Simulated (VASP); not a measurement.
BP, 2 atoms in the cell. Symmetry: F-43m, No. 216, cubic system. The conventional cell has a = 4.538 Å, b = 4.538 Å, c = 4.538 Å, α = 90.00°, β = 90.00°, γ = 90.00°. B (site symmetry -43m) has 4 P at 1.97 Å as nearest neighbours. P (site symmetry -43m) is surrounded by 4 B at 1.97 Å. 

* Program: VASP 6.6.1
* Task: relaxation of cell and atoms
* Functional: LDA
* Potentials or basis: VASP PAW LDA potentials, release 64 (B, P)
* Cutoff: 600 eV
* k mesh: 10 × 10 × 10
* Occupations: gaussian, width 0.03 eV
* Spin: no spin polarisation
* Further INCAR settings: ALGO = Normal; EDIFF = 1e-06; IBRION = 2; EDIFFG = -0.01; NSW = 90; ISIF = 3

Potentials or basis: VASP PAW LDA potentials, release 64 (B, P).

The run is started by

```sh
$ cat potpaw_LDA.64/B/POTCAR potpaw_LDA.64/P/POTCAR > POTCAR
$ mpirun -np 1 vasp_std > vasp.out
```

Hardware: 1 thread of Intel(R) Xeon(R) Platinum 8559C (Emerald Rapids), with other jobs on the host.

Task: How long does it take, and how much memory?

Result: Run time: 18 s on 1 thread of Intel(R) Xeon(R) Platinum 8559C (Emerald Rapids) (shared host), peak memory 0.14 GiB. Counts: scf iterations 25, k points 47, ion steps 3.
